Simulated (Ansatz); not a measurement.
Runs of Ansatz 0.2.0 on TiCo. Symmetry: Pm-3m, No. 221, cubic system. Conventional cell: a = 2.986 Å, b = 2.986 Å, c = 2.986 Å, α = 90.00°, β = 90.00°, γ = 90.00°. Around Co (site symmetry m-3m) lie 8 Ti at 2.59 Å. Around Ti (site symmetry m-3m) lie 8 Co at 2.59 Å. The cell comes from a database or a generator and needn't be the stable form of this composition.

| cell | pressure (GPa) | moment (μB) |
| --- | --- | --- |
| relaxed to 30 GPa | 30.0 | 0.46 |
| relaxed to 5 GPa | 5.0 | (b) |
| relaxed | 0.0 | (a) |
| relaxed to 20 GPa | 20.0 | 0.49 |
| relaxed to 10 GPa | 10.0 | 0.54 |

Alike in all rows: task relaxation of cell and atoms; level PBEsol; potentials or basis all-electron LAPW, scalar-relativistic; spin collinear, ferromagnetic start; k mesh 9 × 9 × 9; smearing fermi-dirac 0.05 eV; basis error allowed 0.001 eV/atom.

**Question.** Fill in the values left out.

**Answer.** (a) 0.63; (b) 0.58.
